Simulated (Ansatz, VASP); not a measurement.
# Ba: VASP beside Ansatz

```
Ba
1.0
     0.00000    3.23267    3.23267
     3.23267    0.00000    3.23267
     3.23267    3.23267    0.00000
Ba
1
Direct
  0.00000 0.00000 0.00000
```

Alike in both runs: functional r2SCAN; k mesh 12 × 12 × 12; occupations fermi-dirac, width 0.1 eV; no spin polarisation.

Ansatz relaxed the structure, and its values are those at the end. VASP's run is a single point on that final structure, the one shown.

|  | VASP | Ansatz |
| --- | --- | --- |
| version | VASP 6.6.1 | Ansatz 0.2.0 |
| potentials or method | VASP PAW PBE potentials, release 64 (Ba_sv) | PAW with Ansatz's default frozen-core files, scalar-relativistic |
| plane-wave cutoff (eV) | 520 | 500 |
| valence electrons in the cell | 10 | 10 |

|  | VASP | Ansatz | Ansatz less VASP |
| --- | --- | --- | --- |
| pressure (GPa) | 0.0 | 0.0 | -0.04 |

Caveats: the PAW data sets were made with another functional, which shifts forces and pressure a little (VASP). The runs have no spin-orbit coupling, so splittings on Ba are missing.
